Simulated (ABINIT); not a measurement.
# Ga in ABINIT: the effect of functional

The system is Ga.

```
Ga
1.0
     2.71648    0.00000    0.00000
     0.00000    2.71648    0.00000
     0.00000    0.00000    2.71648
Ga
1
Direct
  0.00000 0.00000 0.00000
```

The cell was built by a generator and needn't be a form met in nature.

Alike in all runs:

```yaml
Program: ABINIT 10.8.3 (patched build)
Task: single point
Potentials_or_basis: JTH PAW PBE v2.0
Cutoff: 544 eV
k_mesh: 10 × 10 × 10
Occupations: fermi-dirac, width 0.05 eV
Spin: no spin polarisation
```

| functional | pressure (GPa) |
| --- | --- |
| PBE | 0.2 |
| LDA | ? |
| PBEsol | -3.0 |
| RPBE | 1.9 |
| BLYP | 5.1 |
| AM05 | -3.2 |
| r2SCAN | -2.7 |
| SCAN | -3.2 |
| revPBE | 1.4 |
| PW91 | 0.4 |
| WC | -2.7 |

Problem. What does the run with functional LDA give?

Solution. Pressure -4.6 GPa.

Caveats: the PAW data sets were made with another functional, which shifts forces and pressure a little (some runs).
